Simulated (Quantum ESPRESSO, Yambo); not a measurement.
# ZnSe (Stilleite): Bethe-Salpeter spectra with Yambo, part 4 of 4

Wanted: excitons and ε₂ of ZnSe (Stilleite), with cost.

Quantum ESPRESSO 7.5 and Yambo 5.3.0; PBE and many-body steps on it, plane waves. Known limits of the many-body steps: not at the basis limit; no spin-orbit coupling in some runs; coarse k mesh; bindings not settled in the k mesh.

So far. Step 11 (Empty states on the mesh, 8×8×8 mesh, 64 bands): On this mesh the gap is 1.167 eV. Step 13 (k mesh (8×8×8)): The lowest state lies at 1.746 eV, 0.172 eV under the direct gap.

### Step 14. Spectrum in a wider window

Level of this step: Bethe-Salpeter equation on PBE with a scissors shift with spin-orbit coupling, plane waves, norm-conserving pseudopotentials (Yambo).

Input file bse8.in:

```
optics
bss
bse
em1s
dipoles
rim_cut
RandQpts= 1000000
RandGvec= 1 RL
Chimod= "HARTREE"
BSKmod= "SEX"
BSEmod= "resonant"
BSSmod= "h"
BSENGexx= 20 Ry
BSENGBlk= 4 Ry
% BSEQptR
 1 | 1 |
%
% BSEBands
 39 | 48 |
%
% BEnRange
 0 | 7 | eV
%
% BDmRange
 0.1 | 0.1 | eV
%
BEnSteps= 141
% BLongDir
 1 | 0 | 0 |
%
% BndsRnXs
 27 | 64 |
%
NGsBlkXs= 4 Ry
% LongDrXs
 1 | 1 | 1 |
%
% KfnQP_E
 0.751 | 1.0 | 1.0 |
%
BSHayTrs= -0.02
FFTGvecs= 47 Ry
```

Command:

```
> OMP_NUM_THREADS=2 mpirun -n 4 yambo -F bse8.in -J bse8,bse7_W -C bse8 > bse8.log
```

Log:

```text
 Yambo, version 5.3.0

 [02] CORE Variables Setup
 =========================

  [... cell, symmetries and grids as in the set-up ...]

  [02.05] Energies & Occupations
  ==============================

  [X] === General ===
  [X] Electronic Temperature                        :  0.000000  0.000000 [eV K]
  [X] Bosonic    Temperature                        :  0.000000  0.000000 [eV K]
  [X] Finite Temperature mode                       : no
  [X] El. density                                   :  0.96675E+24 [cm-3]
[...]
============================

   [08.01.07] Haydock Solver in the optics basis @q1 using the hermitian scheme
   ============================================================================

   Accuracy (requested)      : -0.020000 [o/o]

   [WARNING] [EPS_extend] Possible inaccuracy in the EPS prolungation

   [WARNING] [EPS_extend] Possible inaccuracy in the EPS prolungation

   [WARNING] [EPS_extend] Possible inaccuracy in the EPS prolungation

[...]
[WARNING] [EPS_extend] Possible inaccuracy in the EPS prolungation

   [WARNING] [EPS_extend] Possible inaccuracy in the EPS prolungation
   Iterations                :  107

 [11] Game Over & Game summary
```

It took 1.7 min on 4 MPI ranks of Arm Neoverse V2, shared host; peak memory 2.7 GiB; 12 min of CPU time.

Numbers from this step:

| Item | Value |
| --- | --- |
| transitions in the window | 12288 |
| direct gap of the transition levels | 1.918 eV |

The ε₂ has structure finer than the step of the table below, so its rows give means over 0.25 eV, whole bins alone (the curve runs from 0 to 7 eV). Peaks (eV: height): BSE 1.750: 5.18, 2.850: 7.54, 3.800: 15.3, 4.500: 14.3, 4.800: 11.8, 5.600: 17.0, 6.900: 5.85; no electron-hole interaction 1.900: 3.86, 4.050: 10.2, 5.150: 10.8, 6.050: 22.0.

Field along x; broadening 0.1 eV; transition window only. Limits: finite bands, cutoff and mesh; exciton not shown settled in the k mesh. Table of ε₂ by photon energy; means over each step:

```
photon energy (eV)     BSE  no electron-hole interaction
              0.25  0.0949                        0.0654
              0.50   0.116                        0.0774
              0.75   0.149                        0.0948
              1.00   0.209                         0.123
              1.25   0.354                         0.179
              1.50    1.06                         0.341
              1.75    3.73                          1.46
              2.00    1.81                          2.52
              2.25    1.36                          1.23
              2.50    1.16                         0.690
              2.75    4.37                         0.789
              3.00    5.93                          2.89
              3.25    3.73                          3.27
              3.50    7.52                          1.80
              3.75    14.0                          3.73
              4.00    7.99                          8.50
              4.25    5.01                          5.45
              4.50    11.7                          3.15
              4.75    10.4                          7.18
              5.00    6.97                          9.53
              5.25    5.36                          7.86
              5.50    12.6                          4.58
              5.75    14.4                          8.60
              6.00    6.30                          17.1
              6.25    5.08                          13.5
              6.50    3.86                          9.05
              6.75    4.74                          5.66
```

### Step 15. The runs together

Times are wall times on 4 MPI ranks of Arm Neoverse V2, shared host, good to a factor of about two.

```
                       run   mesh  transitions  broadening (eV)  direct gap (eV)  lowest state (eV)  binding (eV)  mesh cell's term (eV)  tallest peak (eV)  height     time
                  excitons  4×4×4          768              0.1            1.918              1.724         0.194                  0.208               1.75    35.4     10 s
            k mesh (6×6×6)  6×6×6         1728              0.1            1.918              1.720         0.198                  0.222               3.20    13.3     52 s
            k mesh (8×8×8)  8×8×8         4096              0.1            1.918              1.746         0.172                  0.194               3.80    14.1  6.4 min
spectrum in a wider window  8×8×8        12288              0.1            1.918                  -             -                      -               5.60    17.0  1.7 min
```

### Step 16. Summary of results

```yaml
excitons: lowest state 1.724 eV (not settled in the k mesh)
k_mesh_6x6x6: lowest state 1.720 eV (not settled in the k mesh)
k_mesh_8x8x8: lowest state 1.746 eV (not settled in the k mesh)
spectrum_in_a_wider_window: tallest peak 5.6 eV
```

On the 4×4×4 mesh the lowest exciton lies at 1.724 eV, 0.194 eV below the direct gap; one cell of the mesh carries a screened Coulomb term of 0.21 eV, so this binding is not shown settled. That state is dark or weak; the first strong one lies at 1.736 eV. Bindings below are those of the lowest state. Between the two densest meshes the binding falls by 0.93 of the fall in the mesh cell's term (the screened Coulomb energy of a charge repeated on the supercell that the mesh stands for). The binding is still 0.9 times that term, so the mesh does not resolve the exciton and no limit can be drawn. k mesh (6×6×6), against «excitons (4×4×4)»: the lowest state stays within 0.01 eV (keys changed: BSEBands, the mesh and the band window). k mesh (8×8×8), against «k mesh (6×6×6)»: the lowest state moves by +0.026 eV. Spectrum in a wider window, against «k mesh (8×8×8)»: the tallest peak goes from 3.80 eV to 5.60 eV (keys changed: BSEBands, BSSmod, BEnSteps, BEnRange, BSHayTrs and the band window). Lines within a few meV of each other can be one level split by numerical noise, or distinct levels. Screening is static and electronic alone, and only transitions inside the band window count. The 4×4×4 mesh is coarse for this cell, which bears on the long-range parts of exchange and screening.

[Paths, hosts, dates, memory and timing lines, banners, echoed tables and standing remarks are left out of the program output.]

[Logs are printed without paths, hosts, clocks, repeated set-up lines and the standing remarks that a program may print on its own settings, such as how far it seeks lower states.]

[Runs of the session that timed out or met a known fault of the program may be left out.]

[Hosts, paths, dates, database ids (printed as entryN), source tags and the programs' standing remarks are cut or masked in the printed files.]
